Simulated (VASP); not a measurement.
# Au in VASP: a series of runs, part 2 of 2

VASP 6.6.1.

### Step 5. Density of states, PBEsol+U

POSCAR reads:

```
Au
1.0
    2.8226199300      0.0000000000      0.0000000000
   -1.4113099650      2.5559330250      0.0000000000
    0.0000000000      0.0000000000     29.6795088300
Au
7
Direct
    0.3346720300      0.6693440600      0.2526995997
    0.6653279700      0.3306559400      0.3351330665
    0.3346720300      0.6693440600      0.4175665332
    0.6653279700      0.3306559400      0.5000000000
    0.3346720300      0.6693440600      0.5824334668
    0.6653279700      0.3306559400      0.6648669335
    0.3346720300      0.6693440600      0.7473004003
```

INCAR.step1 reads:

```
SYSTEM = Au
ALGO = Normal
DIPOL = 0.5 0.5 0.500
EDIFF = 1E-7
ENCUT = 520
GGA = PS
IDIPOL = 3
ISIF = 2
ISMEAR = -1
LASPH = .TRUE.
LCHARG = .TRUE.
LDAU = .TRUE.
LDAUJ = 0
LDAUL = 2
LDAUPRINT = 1
LDAUTYPE = 2
LDAUU = 3
LDIPOL = .TRUE.
LMAXMIX = 4
LREAL = .FALSE.
LWAVE = .FALSE.
NELM = 100
PREC = Accurate
SIGMA = 0.05
```

KPOINTS.step1 reads:

```
k-points
0
G
  8 8 1
  0 0 0
```

INCAR.step2 reads:

```
SYSTEM = Au
ALGO = Normal
DIPOL = 0.5 0.5 0.500
EDIFF = 1E-7
ENCUT = 520
GGA = PS
ICHARG = 11
IDIPOL = 3
ISIF = 2
ISMEAR = -5
LASPH = .TRUE.
LCHARG = .FALSE.
LDAU = .TRUE.
LDAUJ = 0
LDAUL = 2
LDAUPRINT = 1
LDAUTYPE = 2
LDAUU = 3
LDIPOL = .TRUE.
LMAXMIX = 4
LORBIT = 11
LREAL = .FALSE.
LWAVE = .FALSE.
NEDOS = 2001
NELM = 100
PREC = Accurate
SIGMA = 0.05
```

KPOINTS.step2 reads:

```
k-points
0
G
  12 12 1
  0 0 0
```

Run with:

```bash
$ cat potpaw_PBE.64/Au/POTCAR > POTCAR
$ cp INCAR.step1 INCAR
$ cp KPOINTS.step1 KPOINTS
$ mpirun -np 1 vasp_std > vasp.out
$ cp INCAR.step2 INCAR
$ cp KPOINTS.step2 KPOINTS
$ mpirun -np 1 vasp_std > vasp.out
```

Run time: 6.1 min. Hardware: 1 thread of Intel Xeon 6975P-C (Granite Rapids), shared host; peak memory 0.5 GiB.

It converged, with:

```
Valence electrons inside the program's atomic spheres : Au 9.68, 9.71, 9.70, 9.72
```

Levels at points of the mesh, in eV from the Fermi level:
| k point | band 36 | band 37 | band 38 | band 39 | band 40 | band 41 | band 42 | band 43 |
| --- | --- | --- | --- | --- | --- | --- | --- | --- |
| (0.00, 0.00, 0.00) | -2.78 | -2.72 | -2.70 | -2.64 | -2.63 | -2.44 | -0.61 | 0.02 |
| (0.50, 0.00, 0.00) | 0.46 | 0.50 | 0.75 | 1.19 | 1.56 | 1.78 | 1.80 | 4.07 |
| (0.00, 0.50, 0.00) | 0.15 | 0.19 | 0.41 | 0.81 | 1.12 | 1.31 | 1.32 | 3.47 |

States per cell in windows of 1 eV (zero at the Fermi level; states under -8 eV left out):
```csv
from (eV),total,Au1_d,Au7_d,Au4_d,Au2_d,Au6_d,Au3_d
-8.0,1.64,0.02,0.02,0.11,0.06,0.06,0.09
-7.0,11.74,0.69,0.69,1.31,1.38,1.38,1.28
-6.0,13.56,1.40,1.40,1.67,1.72,1.72,1.60
-5.0,16.89,2.19,2.19,2.08,1.91,1.91,2.06
-4.0,14.30,2.41,2.41,1.59,1.53,1.53,1.63
-3.0,14.23,1.92,1.92,1.81,1.96,1.96,1.84
-2.0,1.79,0.14,0.14,0.14,0.15,0.15,0.16
-1.0,1.84,0.10,0.10,0.11,0.11,0.11,0.12
0.0,2.11,0.09,0.09,0.10,0.09,0.09,0.10
1.0,2.10,0.07,0.07,0.08,0.08,0.08,0.08
2.0,1.98,0.06,0.06,0.06,0.07,0.07,0.07
3.0,1.62,0.04,0.04,0.05,0.04,0.04,0.05
4.0,2.60,0.07,0.07,0.07,0.07,0.07,0.07
5.0,2.74,0.05,0.05,0.05,0.05,0.05,0.05
6.0,1.50,0.02,0.02,0.02,0.02,0.02,0.02
7.0,0.29,0.00,0.00,0.01,0.00,0.00,0.00
```

Eigenvalues of the final occupation matrices:
| site | spin | trace | eigenvalues |
| --- | --- | --- | --- |
| site 1 d | 1 | 4.48 | 0.88 0.89 0.90 0.91 0.91 |
| site 1 d | 2 | 4.48 | 0.88 0.89 0.90 0.91 0.91 |
| site 2 d | 1 | 4.48 | 0.88 0.89 0.90 0.90 0.91 |
| site 2 d | 2 | 4.48 | 0.88 0.89 0.90 0.90 0.91 |
| site 3 d | 1 | 4.48 | 0.88 0.89 0.90 0.90 0.90 |
| site 3 d | 2 | 4.48 | 0.88 0.89 0.90 0.90 0.90 |
| site 4 d | 1 | 4.48 | 0.88 0.89 0.90 0.90 0.91 |
| site 4 d | 2 | 4.48 | 0.88 0.89 0.90 0.90 0.91 |
| site 5 d | 1 | 4.48 | 0.88 0.89 0.90 0.90 0.90 |
| site 5 d | 2 | 4.48 | 0.88 0.89 0.90 0.90 0.90 |
| site 6 d | 1 | 4.48 | 0.88 0.89 0.90 0.90 0.91 |
| site 6 d | 2 | 4.48 | 0.88 0.89 0.90 0.90 0.91 |

Caveat: U without spin polarisation on a metal has little footing; the U is typed as a test and isn't derived for this compound. Spin-orbit coupling is left out, which matters for the levels of Au.

### Step 6. Density of states, PBEsol+U

POSCAR is that of step 5.

Changes to INCAR.step1 since step 5:

```diff
@@ -16,3 +16,3 @@
 LDAUTYPE = 2
-LDAUU = 3
+LDAUU = 4
 LDIPOL = .TRUE.
```

KPOINTS.step1 is that of step 5.

Changes to INCAR.step2 since step 5:

```diff
@@ -17,3 +17,3 @@
 LDAUTYPE = 2
-LDAUU = 3
+LDAUU = 4
 LDIPOL = .TRUE.
```

KPOINTS.step2 is that of step 5.

Potentials or basis: VASP PAW PBE potentials, release 64 (Au).

Run with:

```bash
$ cat potpaw_PBE.64/Au/POTCAR > POTCAR
$ cp INCAR.step1 INCAR
$ cp KPOINTS.step1 KPOINTS
$ mpirun -np 1 vasp_std > vasp.out
$ cp INCAR.step2 INCAR
$ cp KPOINTS.step2 KPOINTS
$ mpirun -np 1 vasp_std > vasp.out
```

OUTCAR:

```text
SYSTEM = Au
   EDIFF = 1E-7
   ENCUT = 520
   GGA = PS
   ICHARG = 11
   ISIF = 2
   ISMEAR = -5
   LASPH = .TRUE.
   LORBIT = 11
   LREAL = .FALSE.
   NELM = 100
   PREC = Accurate

 ion  position               nearest neighbor table
   1  0.335  0.669  0.253-   2 2.95   2 2.95   2 2.97
   2  0.665  0.331  0.335-   3 2.95   3 2.95   1 2.95   1 2.95   3 2.97   1 2.97
   3  0.335  0.669  0.418-   2 2.95   2 2.95   4 2.95   4 2.95   2 2.97   4 2.97
   4  0.665  0.331  0.500-   3 2.95   5 2.95   3 2.95   5 2.95   3 2.97   5 2.97
   5  0.335  0.669  0.582-   6 2.95   6 2.95   4 2.95   4 2.95   6 2.97   4 2.97
   6  0.665  0.331  0.665-   5 2.95   5 2.95   7 2.95   7 2.95   5 2.97   7 2.97
[... 1640 lines left out ...]
    -1.411309965  2.555933025  0.000000000     0.000000000  0.391246559  0.000000000
     0.000000000  0.000000000 29.679508830     0.000000000  0.000000000  0.033693280

 POSITION                                       TOTAL-FORCE (eV/Angst)
 -----------------------------------------------------------------------------------
      0.00000      1.71080      7.50000        -0.000000      0.007556      0.302469
      1.41131      0.84513      9.94658        -0.000000     -0.013072      0.099329
      0.00000      1.71080     12.39317         0.000000      0.010053     -0.018379
      1.41131      0.84513     14.83975        -0.000000     -0.009074      0.000000
      0.00000      1.71080     17.28634         0.000000      0.010053      0.018379
      1.41131      0.84513     19.73292        -0.000000     -0.013072     -0.099329
      0.00000      1.71080     22.17951        -0.000000      0.007556     -0.302469
 -----------------------------------------------------------------------------------
    total drift:                                0.000000      0.001054     -0.000000

  FREE ENERGIE OF THE ION-ELECTRON SYSTEM (eV)
  ---------------------------------------------------
  free  energy   TOTEN  =       -12.7641005773 eV

  energy  without entropy=      -12.7641005773  energy(sigma->0) =      -12.76410058

 vacuum level on the upper side and lower side of the slab         7.634         7.634

 total charge

# of ion       s       p       d       tot
------------------------------------------
    1        0.527   0.224   8.971   9.723
    2        0.502   0.280   8.965   9.747
    3        0.500   0.286   8.955   9.741
    4        0.505   0.290   8.960   9.755
    5        0.500   0.286   8.955   9.741
    6        0.502   0.280   8.965   9.747
    7        0.527   0.224   8.971   9.723
--------------------------------------------------
tot          3.564   1.870  62.743  68.178
```

It took 5.5 min on 1 thread of Intel Xeon 6975P-C (Granite Rapids), shared host; peak memory 0.5 GiB.

What came out:

* Valence electrons inside the program's atomic spheres: Au 9.72, 9.75, 9.74, 9.76

Levels at points of the mesh, in eV from the Fermi level:
| k point | band 36 | band 37 | band 38 | band 39 | band 40 | band 41 | band 42 | band 43 |
| --- | --- | --- | --- | --- | --- | --- | --- | --- |
| (0.00, 0.00, 0.00) | -3.01 | -2.96 | -2.93 | -2.88 | -2.87 | -2.41 | -0.58 | 0.09 |
| (0.50, 0.00, 0.00) | 0.50 | 0.57 | 0.83 | 1.27 | 1.61 | 1.81 | 1.82 | 4.10 |
| (0.00, 0.50, 0.00) | 0.18 | 0.25 | 0.49 | 0.88 | 1.15 | 1.33 | 1.34 | 3.50 |

States per cell in windows of 0.5 eV (zero at the Fermi level; states under -8 eV left out):
| from (eV) | total | Au3_d | Au5_d | Au4_d | Au1_d | Au7_d | Au2_d |
| --- | --- | --- | --- | --- | --- | --- | --- |
| -8.0 | 0.41 | 0.00 | 0.00 | 0.01 | 0.00 | 0.00 | 0.01 |
| -7.5 | 2.32 | 0.24 | 0.24 | 0.31 | 0.04 | 0.04 | 0.16 |
| -7.0 | 6.35 | 0.75 | 0.75 | 0.75 | 0.30 | 0.30 | 0.73 |
| -6.5 | 7.11 | 0.73 | 0.73 | 0.79 | 0.64 | 0.64 | 0.96 |
| -6.0 | 6.73 | 0.85 | 0.85 | 0.85 | 0.68 | 0.68 | 0.81 |
| -5.5 | 7.64 | 0.91 | 0.91 | 0.95 | 0.91 | 0.91 | 0.95 |
| -5.0 | 8.64 | 1.11 | 1.11 | 1.04 | 1.07 | 1.07 | 1.03 |
| -4.5 | 8.47 | 0.99 | 0.99 | 1.03 | 1.24 | 1.24 | 0.92 |
| -4.0 | 7.08 | 0.81 | 0.81 | 0.85 | 1.24 | 1.24 | 0.69 |
| -3.5 | 8.73 | 1.06 | 1.06 | 0.95 | 1.43 | 1.43 | 1.07 |
| -3.0 | 8.47 | 1.19 | 1.19 | 1.10 | 1.00 | 1.00 | 1.23 |
| -2.5 | 1.72 | 0.18 | 0.18 | 0.15 | 0.26 | 0.26 | 0.19 |
| -2.0 | 0.84 | 0.07 | 0.07 | 0.06 | 0.06 | 0.06 | 0.07 |
| -1.5 | 0.89 | 0.06 | 0.06 | 0.06 | 0.05 | 0.05 | 0.06 |
| -1.0 | 0.83 | 0.05 | 0.05 | 0.05 | 0.04 | 0.04 | 0.05 |
| -0.5 | 0.94 | 0.05 | 0.05 | 0.05 | 0.04 | 0.04 | 0.05 |
| 0.0 | 1.06 | 0.05 | 0.05 | 0.05 | 0.04 | 0.04 | 0.04 |
| 0.5 | 1.02 | 0.04 | 0.04 | 0.04 | 0.04 | 0.04 | 0.04 |
| 1.0 | 1.02 | 0.04 | 0.04 | 0.04 | 0.03 | 0.03 | 0.04 |
| 1.5 | 1.03 | 0.04 | 0.04 | 0.04 | 0.03 | 0.03 | 0.04 |
| 2.0 | 1.01 | 0.03 | 0.03 | 0.03 | 0.03 | 0.03 | 0.04 |
| 2.5 | 0.88 | 0.03 | 0.03 | 0.03 | 0.02 | 0.02 | 0.03 |
| 3.0 | 0.80 | 0.02 | 0.02 | 0.02 | 0.02 | 0.02 | 0.02 |
| 3.5 | 0.83 | 0.02 | 0.02 | 0.02 | 0.02 | 0.02 | 0.02 |
| 4.0 | 1.18 | 0.03 | 0.03 | 0.03 | 0.03 | 0.03 | 0.03 |
| 4.5 | 1.42 | 0.04 | 0.04 | 0.04 | 0.03 | 0.03 | 0.03 |
| 5.0 | 1.63 | 0.03 | 0.03 | 0.04 | 0.03 | 0.03 | 0.03 |
| 5.5 | 1.23 | 0.02 | 0.02 | 0.02 | 0.02 | 0.02 | 0.02 |
| 6.0 | 0.79 | 0.01 | 0.01 | 0.01 | 0.01 | 0.01 | 0.01 |
| 6.5 | 0.74 | 0.01 | 0.01 | 0.01 | 0.01 | 0.01 | 0.01 |
| 7.0 | 0.32 | 0.01 | 0.01 | 0.01 | 0.00 | 0.00 | 0.00 |
| 7.5 | 0.00 | 0.00 | 0.00 | 0.00 | 0.00 | 0.00 | 0.00 |

Eigenvalues of the final occupation matrices:
| site | spin | trace | eigenvalues |
| --- | --- | --- | --- |
| site 1 d | 1 | 4.50 | 0.89 0.89 0.90 0.91 0.91 |
| site 1 d | 2 | 4.50 | 0.89 0.89 0.90 0.91 0.91 |
| site 2 d | 1 | 4.51 | 0.89 0.90 0.90 0.91 0.91 |
| site 2 d | 2 | 4.51 | 0.89 0.90 0.90 0.91 0.91 |
| site 3 d | 1 | 4.50 | 0.88 0.90 0.91 0.91 0.91 |
| site 3 d | 2 | 4.50 | 0.88 0.90 0.91 0.91 0.91 |
| site 4 d | 1 | 4.50 | 0.89 0.90 0.90 0.91 0.91 |
| site 4 d | 2 | 4.50 | 0.89 0.90 0.90 0.91 0.91 |
| site 5 d | 1 | 4.50 | 0.88 0.90 0.91 0.91 0.91 |
| site 5 d | 2 | 4.50 | 0.88 0.90 0.91 0.91 0.91 |
| site 6 d | 1 | 4.51 | 0.89 0.90 0.90 0.91 0.91 |
| site 6 d | 2 | 4.51 | 0.89 0.90 0.90 0.91 0.91 |

Caveat: U without spin polarisation on a metal has little footing; the U is typed as a test and isn't derived for this compound. Spin-orbit coupling is left out, which matters for the levels of Au.
